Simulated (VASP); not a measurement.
A run of VASP 6.6.1 is set up as follows.

File INCAR:

```
  PREC = Accurate
  ENCUT = 520
  EDIFF = 1E-7
  ISMEAR = -1
  SIGMA = 0.05
  LREAL = False
  LASPH = True
  NELM = 150
  ALGO = Normal
  ISIF = 2
  LWAVE = False
  LCHARG = False
  ISPIN = 2
  MAGMOM = 1
  LORBIT = 11
  LMAXMIX = 4
  METAGGA = R2SCAN
  LMIXTAU = True
```

KPOINTS

```
Automatic mesh
0
Gamma
  13 13 13
```

File POSCAR:

```
Ni
1.0
    0.0000000000      1.7375729330      1.7375729330
    1.7375729330      0.0000000000      1.7375729330
    1.7375729330      1.7375729330      0.0000000000
Ni
1
Direct
    0.0000000000      0.0000000000      0.0000000000
```

KPOINTS_OPT

```
path GXWKGLUWLK,UX
10
line-mode
reciprocal
 0.0000000000  0.0000000000  0.0000000000  G
 0.5000000000  0.0000000000  0.5000000000  X

 0.5000000000  0.0000000000  0.5000000000  X
 0.5000000000  0.2500000000  0.7500000000  W

 0.5000000000  0.2500000000  0.7500000000  W
 0.3750000000  0.3750000000  0.7500000000  K

 0.3750000000  0.3750000000  0.7500000000  K
 0.0000000000  0.0000000000  0.0000000000  G

 0.0000000000  0.0000000000  0.0000000000  G
 0.5000000000  0.5000000000  0.5000000000  L

 0.5000000000  0.5000000000  0.5000000000  L
 0.6250000000  0.2500000000  0.6250000000  U

 0.6250000000  0.2500000000  0.6250000000  U
 0.5000000000  0.2500000000  0.7500000000  W

 0.5000000000  0.2500000000  0.7500000000  W
 0.5000000000  0.5000000000  0.5000000000  L

 0.5000000000  0.5000000000  0.5000000000  L
 0.3750000000  0.3750000000  0.7500000000  K

 0.6250000000  0.2500000000  0.6250000000  U
 0.5000000000  0.0000000000  0.5000000000  X
```

Potentials or basis: VASP PAW PBE potentials, release 64 (Ni).

Command:

```sh
$ cat potpaw_PBE.64/Ni/POTCAR > POTCAR
$ mpirun -np 1 vasp_std > vasp.out
```

Question: Predict the net moment.

Answer: 0.67 μB per cell.

Question: Estimate the pressure.

Answer: 0.3 GPa.

Caveat: the PAW data sets were made with another functional, which shifts forces and pressure a little.
